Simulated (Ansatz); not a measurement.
# Ti2COS MXene bilayer (like faces together) in a perpendicular field, part 3 of 3

What dipole does a perpendicular field induce in the Ti2COS MXene bilayer (like faces together)? A positive field points along +c.

Ansatz 0.2.0; plane-wave DFT, PBEsol-D3(BJ), Ansatz PAW (the session's first sound run).

So far. Step 7 (Atoms held, field -0.3 V/Å): The dipole is -0.190 e·Å. Step 8 (Response, atoms held): The induced dipole is that of a conductor 14.17 Å thick.

### 9. A changed input

This step: plane-wave DFT, PBEsol-D3(BJ), Ansatz PAW, but for the change named below (Ansatz 0.2.0).

A run with a changed input: it repeats the earlier run at 0.1 V/Å with scf.occupations.method from fermi_dirac to methfessel_paxton, scf.occupations.width from 0.02585 to 0.025 and hamiltonian.xc from pbesol to revpbe.

input.yaml reads:

```yaml
crystal:
  lattice:
    - [3.0476741066, 0.0, 0.0]
    - [-1.5238370533, 2.6393631987, 0.0]
    - [0.0, 0.0, 30.177554804]
  atoms:
    - { symbol: S, position: [0.3333333333, 0.6666666667, 0.2982348987] }
    - { symbol: Ti, position: [0.6666666667, 0.3333333333, 0.3511865128] }
    - { symbol: C, position: [0.0, 0.0, 0.3902223723] }
    - { symbol: Ti, position: [0.3333333333, 0.6666666667, 0.4334032565] }
    - { symbol: O, position: [0.6666666667, 0.3333333333, 0.4625546947] }
    - { symbol: S, position: [0.6666666667, 0.3333333333, 0.7017651013] }
    - { symbol: Ti, position: [0.0, 0.0, 0.6487983075] }
    - { symbol: C, position: [0.3333333333, 0.6666666667, 0.6099133496] }
    - { symbol: Ti, position: [0.6666666667, 0.3333333333, 0.5663918512] }
    - { symbol: O, position: [0.0, 0.0, 0.5380832184] }
kpoints:
  mp_grid: { grid: [18, 18, 1] }
  band_path:
    path: [[0, 0, 0], [0.5, 0, 0], [0.33333333, 0.33333333, 0], [0, 0, 0]]
    npoints: 16
hamiltonian:
  xc: revpbe
  dispersion: d3bj
scf:
  occupations: { method: methfessel_paxton, width: 0.025 }
  convergence: { dr2_threshold: 1.0e-10 }
efield:
  axis: 3
  dipole_correction: true
  ramp_position: 0.9586
  ramp_width: 0.0828
  amplitude: 0.1
output:
  write_potential: true
  write_density: true
  volumetric_format: npy
```

Launch:

```
ansatz run input.yaml --threads 4 --pin off --max-ram 6144MiB --backend cpu --events-out ev --progress --plain --runs-dir out
```

What it wrote:

```text
[...]
Crystal: 10 atoms, lattice volume = 242.746 Å³
Basis set: ecut = 420 eV, 4721 PW (Γ)
Bands: 50, of which v1, the nominal top of the filled ones, is band 40 counted from 1 (39 counted from 0)
Symmetry: 6 space group operations
[...]
k-points: 37 of 324 (time reversal used)
[...]
SCF iter   1: F=—  HF=-13488.655856 eV  |F-HF|=—  |Δ(HF+E_count)|=         —  Δρ=1.19e-1  dr2=5.10e1  ethr=3.10e-3  p=0.064 e·Å  D=4.80e-2 V/Å  ΔV_dip=-1.45 eV  dr2_dipole=2.00e-2  V_vac-E_F(+/−)=9.14/7.89 eV  ⟨swp⟩=7.3  Hψ=8296  notcnv=0
[...]
SCF iter  20: F=-13477.835707 eV  HF=-13477.835707 eV  |F-HF|=7.46e-11  |Δ(HF+E_count)|=  4.91e-11  S|Δr|=    0.00e0  Δρ=5.84e-8  dr2=3.66e-11  ethr=1.00e-12  p=0.063 e·Å  D=4.67e-2 V/Å  ΔV_dip=-1.41 eV  dr2_dipole=7.43e-12  V_vac-E_F(+/−)=6.37/5.07 eV  ⟨swp⟩=13.4  Hψ=6319  notcnv=0
SCF 1 converged in 20 iterations: F = -13477.835707 eV  dr2 = 3.66e-11
[...]
SCF converged after 20 iterations
Stability not checked: this state was not tested for a lower state beside it, because cold or Methfessel-Paxton smearing, or corrected tetrahedra, fill the levels in a way that the test cannot read (fill_not_monotonic; see scf.lower_state_search)
Free energy (F): -13477.835707 eV
[...]
Internal energy: -13477.835404 eV  (E = F + TS)
E sigma→0 (E₀):  -13477.835631 eV
Entropy (-TS):   -0.000303 eV (-0.030 meV/atom)
Fermi energy:    3.064034 eV
Dipole field:    D = 0.046668 V/Å  (p = 0.062605 e·Å, saw-weighted, corrected)
Work function:   not extracted (applied field tilts the vacuum); planar V_es + V_field profile in the machine report
[...]
--- Band table (eV; the first three rows and the last of 37) ---
  k-point 0: bands = [... 36 lower, 3.6331, 3.6331, 3.6506, 3.6506, 3.9835, 3.9835, 4.0394, 4.0394, ... 6 higher]
  k-point 1: bands = [... 36 lower, 3.2438, 3.2837, 3.3765, 3.4067, 3.8682, 3.9045, 4.1782, 4.2260, ... 6 higher]
  k-point 2: bands = [... 36 lower, 2.5733, 2.5999, 3.0397, 3.0639, 3.6894, 3.7272, 4.3253, 4.3568, ... 6 higher]
  k-point 36: bands = [... 36 lower, 0.2567, 0.3202, 0.5815, 0.6088, 4.2836, 4.3191, 4.5138, 4.5503, ... 6 higher]
```

Elapsed: 16 s, on 4 threads of AMD EPYC 9R14 (Zen 4), shared host; peak memory 0.93 GiB.

Numbers from this step:

```
energy at zero smearing : -13477.8356 eV
dipole along the normal : 0.06261 e·Å
```

The electronic bands at the labelled points (eV, zero at the Fermi level):

```csv
point,band 37,band 38,band 39,band 40,band 41,band 42,band 43,band 44
Γ,0.57,0.57,0.59,0.59,0.92,0.92,0.98,0.98
halfway,-1.41,-1.35,-0.56,-0.54,0.12,0.18,1.45,1.48
M,-1.84,-1.81,-0.68,-0.66,-0.20,-0.11,1.57,1.63
halfway,-2.37,-2.33,-2.02,-1.99,0.72,0.79,1.67,1.69
K,-2.81,-2.74,-2.48,-2.46,1.22,1.25,1.45,1.49
halfway,-1.80,-1.73,-1.29,-1.27,0.75,0.79,1.14,1.16
Γ,0.57,0.57,0.59,0.59,0.92,0.92,0.98,0.98
```

```csv
quantity,this run,earlier run,difference
dipole along the normal (e·Å),0.06261,0.06232,2.8e-4
```

The dipole moves by under 0.5 % or 5e-5 e·Å. The run took 20 SCF cycles against 16.

### 10. The same run with other settings

This step: plane-wave DFT, PBEsol-D3(BJ), Ansatz PAW (Ansatz 0.2.0).

An input spoilt on purpose, to show how the run answers: it repeats the earlier run at 0.1 V/Å with efield.axis from 3 to 0, and scf.max_iter set to 75.

input.yaml, as its differences from that of step 9:

```diff
@@ -22,9 +22,10 @@
 hamiltonian:
-  xc: revpbe
+  xc: pbesol
   dispersion: d3bj
 scf:
-  occupations: { method: methfessel_paxton, width: 0.025 }
+  occupations: { method: fermi_dirac, width: 0.02585 }
   convergence: { dr2_threshold: 1.0e-10 }
+  max_iter: 75
 efield:
-  axis: 3
+  axis: 0
   dipole_correction: true
```

What it wrote:

```text
Error: invalid value for `efield.axis`: must be in [1, 3]; got 0
```

Elapsed: 0.03 s, on 4 threads; peak memory 0.044 GiB; 0.03 s of CPU time.

The input was rejected at the start.

The program's message: “Error: invalid value for `efield.axis`: must be in [1, 3]; got 0”

The fault put into the input: an axis of 0, outside the range 1 to 3.

### 11. Results

```yaml
gap_without_field: none
work_function_upper_face: 5.90 eV
equivalent_conductor_thickness_atoms_held: 14.2 Å
```

What this shows: The induced dipole equals that of a perfect conductor 14.17 Å thick, while the outer atoms lie 12.18 Å apart. There is no gap over 0.03 eV, with or without the field. The first relaxation ran with spin and lost its moment, and the later runs have none; other magnetic states were not tried. The MXene's terminations sit over the metal atoms of its far layer; the site over carbon or nitrogen, which some compounds prefer, was not run. With this functional, D3(BJ) tends to leave the relaxed cell short of measured lattice constants, by some per cent.

[Long decimals in the printed logs are rounded to 6 places.]

[Logs are printed without paths, hosts, clocks, repeated set-up lines and the standing remarks that a program may print on its own settings, such as how far it seeks lower states.]

[Hosts, paths, dates, database ids (printed as entryN), source tags and the programs' standing remarks are cut or masked in the printed files.]

[Maps of the electrostatic potential energy from Ansatz leave out the sawtooth potential of an applied field or a dipole correction, so their vacuum need not be flat; planar profiles and work functions include it.]
